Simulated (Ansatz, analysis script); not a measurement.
# CoO: spin spirals and exchange, part 2 of 2

Does a spiral lie below the collinear start of CoO, and how stiff are the moments?

Ansatz 0.2.0; PBE with U = 3.5 eV on Co d (ortho-atomic projectors), PAW set soft_1.

So far. Step 3 (q = (0, 0, 0)): The largest moment is 2.60 μB, against 2.60 μB in the collinear run. Step 4 (q = (0.25, 0.25, 0.25)): The energy of the cell lies 54.1 meV below that at q = 0, and the largest moment is 2.56 μB against 2.60 μB.

## (5) q = (0.5, -0.25, 0.25)

Level of this step: Ansatz DFT, spin spiral by the generalised Bloch theorem, no spin-orbit coupling; PBE+U, PAW set soft_1; PAW set soft_1 (Ansatz).

Contents of input.yaml:

```yaml
crystal:
  lattice:
    - [1.5054695445, 0.8691832468, 2.4399269062]
    - [-1.5054695445, 0.8691832468, 2.4399269062]
    - [0.0, -1.7383664936, 2.4399269062]
  atoms:
    - { symbol: Co, position: [0.0, 0.0, 0.0], spin: 2.6, spin_axis: [1.0, 0.0, 0.0] }
    - { symbol: O, position: [0.5, 0.5, 0.5] }
kpoints:
  mp_grid: { grid: [8, 8, 8] }
hamiltonian:
  xc: pbe
  hubbard:
    projectors: ortho-atomic
    sites: [{ species: Co, l: d, u_eff: 3.5 }]
  pseudopotentials: { kind: paw, azcp: { folder: soft_1 } }
scf:
  occupations: { method: fermi_dirac, width: 0.05 }
  max_iter: 120
  convergence: { dr2_threshold: 1.0e-08 }
basis:
  ecutwfc: 420.0
magnetization:
  noncollinear: true
  spin_spiral: { q: [0.5, -0.25, 0.25] }
checkpoint:
  read: start
```

On the command line:

```console
$ ansatz run input.yaml --threads 1 --pin off --max-ram 2816MiB --backend cpu --events-out ev --progress --plain --runs-dir out
```

Numbers of over 12 decimals in the logs are rounded to 6 here.

What it wrote:

```text
[...]
Crystal: 2 atoms, lattice volume = 19.156 Å³
Basis set: ecut = 420 eV, 339 PW (Γ)
Bands: 32, of which v1, the nominal top of the filled ones, is band 23 counted from 1 (22 counted from 0)
Symmetry: 1 space group operations
k-points: 512
[...]
SCF iter  14: F=-5691.383597 eV  HF=-5691.383597 eV  |F-HF|=1.25e-9  |Δ(HF+E_count)|=   4.66e-8  Δρ=2.80e-6  dr2=3.84e-10  dr2_m=4.55e-10  ethr=2.65e-11  |M|=2.39e0 ∫|m|=2.80e0 μB  |m|>n=0.0e0 m-floor=0.0e0 τ_xc=1.6e-2 mc-row=0.0e0  ⟨swp⟩=4.0  Hψ=53184  notcnv=0
SCF 1 converged in 14 iterations: F = -5691.383597 eV  dr2 = 3.84e-10
[...]
SCF converged after 14 iterations
Magnetization: |M| = 2.3931 μB,  M = (+2.3931, +0.0000, -0.0000) μB
Absolute magnetization: 2.7970 μB (∫|m|, with the PAW one-centre terms)
  site 0: m = (+2.5666, +0.0000, -0.0000) μB, |m| = 2.5666 μB  (R = 0.88 Å)
  site 1: m = (-0.0000, -0.0000, -0.0000) μB, |m| = 0.0000 μB  (R = 0.88 Å)
Free energy (F): -5691.383597 eV
[...]
Internal energy: -5691.383597 eV  (E = F + TS)
E sigma→0 (E₀):  -5691.383597 eV
Fermi energy:    14.527313 eV
[...]
```

Elapsed: 3.5 min, on 1 thread of Arm Neoverse V2, shared host; peak memory 0.99 GiB.

The energy of the cell lies 23.1 meV below that at q = 0, and the largest moment is 2.57 μB against 2.60 μB.

## (6) q = (0.5, 0, 0.5)

input.yaml, as its differences from that of step 5:

```diff
@@ -24,3 +24,3 @@
   noncollinear: true
-  spin_spiral: { q: [0.5, -0.25, 0.25] }
+  spin_spiral: { q: [0.5, 0.0, 0.5] }
 checkpoint:
```

What it wrote:

```text
[...]
Crystal: 2 atoms, lattice volume = 19.156 Å³
Basis set: ecut = 420 eV, 339 PW (Γ)
Bands: 32, of which v1, the nominal top of the filled ones, is band 23 counted from 1 (22 counted from 0)
Symmetry: 1 space group operations
k-points: 512
[...]
SCF iter  10: F=-5691.344615 eV  HF=-5691.344615 eV  |F-HF|=8.51e-10  |Δ(HF+E_count)|=   7.84e-9  Δρ=2.38e-6  dr2=3.53e-10  dr2_m=2.93e-10  ethr=4.35e-11  |M|=2.54e0 ∫|m|=2.86e0 μB  |m|>n=0.0e0 m-floor=0.0e0 τ_xc=1.5e-2 mc-row=0.0e0  ⟨swp⟩=2.0  Hψ=57444  notcnv=0
SCF 1 converged in 10 iterations: F = -5691.344615 eV  dr2 = 3.53e-10
[...]
SCF converged after 10 iterations
Magnetization: |M| = 2.5421 μB,  M = (+2.5421, -0.0000, +0.0000) μB
Absolute magnetization: 2.8580 μB (∫|m|, with the PAW one-centre terms)
  site 0: m = (+2.5899, -0.0000, +0.0000) μB, |m| = 2.5899 μB  (R = 0.88 Å)
  site 1: m = (+0.0765, +0.0000, -0.0000) μB, |m| = 0.0765 μB  (R = 0.88 Å)
Free energy (F): -5691.344615 eV
[...]
Internal energy: -5691.344615 eV  (E = F + TS)
E sigma→0 (E₀):  -5691.344615 eV
Fermi energy:    14.545206 eV
[...]
```

It took 2.5 min on 1 thread; peak memory 0.98 GiB.

The energy of the cell lies 15.9 meV above that at q = 0, and the largest moment is 2.59 μB against 2.60 μB.

## (7) q = (0.75, 0.25, 0.5)

input.yaml, as its differences from that of step 6:

```diff
@@ -24,3 +24,3 @@
   noncollinear: true
-  spin_spiral: { q: [0.5, 0.0, 0.5] }
+  spin_spiral: { q: [0.75, 0.25, 0.5] }
 checkpoint:
```

What it wrote:

```text
[...]
Crystal: 2 atoms, lattice volume = 19.156 Å³
Basis set: ecut = 420 eV, 339 PW (Γ)
Bands: 32, of which v1, the nominal top of the filled ones, is band 23 counted from 1 (22 counted from 0)
Symmetry: 1 space group operations
k-points: 512
[...]
SCF iter  14: F=-5691.383597 eV  HF=-5691.383597 eV  |F-HF|=1.23e-9  |Δ(HF+E_count)|=   4.64e-8  Δρ=2.83e-6  dr2=3.72e-10  dr2_m=4.45e-10  ethr=2.58e-11  |M|=2.35e0 ∫|m|=2.80e0 μB  |m|>n=0.0e0 m-floor=0.0e0 τ_xc=1.6e-2 mc-row=0.0e0  ⟨swp⟩=4.0  Hψ=53244  notcnv=0
SCF 1 converged in 14 iterations: F = -5691.383597 eV  dr2 = 3.72e-10
[...]
SCF converged after 14 iterations
Magnetization: |M| = 2.3483 μB,  M = (+2.3483, -0.0000, -0.0000) μB
Absolute magnetization: 2.7969 μB (∫|m|, with the PAW one-centre terms)
  site 0: m = (+2.5666, -0.0000, -0.0000) μB, |m| = 2.5666 μB  (R = 0.88 Å)
  site 1: m = (-0.0000, +0.0000, -0.0000) μB, |m| = 0.0000 μB  (R = 0.88 Å)
Free energy (F): -5691.383597 eV
[...]
Internal energy: -5691.383597 eV  (E = F + TS)
E sigma→0 (E₀):  -5691.383597 eV
Fermi energy:    14.527312 eV
[...]
```

Elapsed: 3.6 min, on 1 thread; peak memory 0.99 GiB.

The energy of the cell lies 23.1 meV below that at q = 0, and the largest moment is 2.57 μB against 2.60 μB.

The other 2 runs of this kind were made alike; their results stand in the table below.

## (8) The spirals together

```tsv
q (reciprocal lattice)	path length (1/Å)	E(q) − E(0) (meV a magnetic atom)	|m| Co no. 1 (μB)
(0, 0, 0)	0.000	0.00	2.60
(0.25, 0.25, 0.25)	0.644	-54.13	2.56
(0.5, 0.5, 0.5)	1.288	-98.10	2.53
(0.75, 0.25, 0.5)	2.331	-23.11	2.57
(0.5, 0, 0.5)	3.071	15.87	2.59
(0.5, -0.25, 0.25)	3.810	-23.11	2.57
(0.5, 0, 0)	4.854	-88.44	2.53
```

## (9) Results

```json
{
  "lowest point of the path": "q = (0.5, 0.5, 0.5), -98.1 meV a magnetic atom from q = 0",
  "highest point": "15.9 meV a magnetic atom"
}
```

What this shows: The state at q = (0.5, 0.5, 0.5) lies 98.1 meV a magnetic atom below the ferromagnetic start, so that start is not the lowest state; a flat spiral with q made of halves, on one magnetic atom a cell, is a collinear order of a doubled cell. The moments change by at most 3 % from their size at q = 0, so they are well localised. No spin model is given, since neighbours at nearly equal distances can't be told apart by these points. The 7 spiral runs took 18 min of wall time, added up.

[Logs and program files are shortened in this print: banners, set-up blocks, solver, clock and traceback lines can be left out without a mark of their own.]

[Logs are printed without paths, hosts, clocks, repeated set-up lines and the standing remarks that a program may print on its own settings, such as how far it seeks lower states.]

[Hosts, paths, dates, database ids (printed as entryN), source tags and the programs' standing remarks are cut or masked in the printed files.]
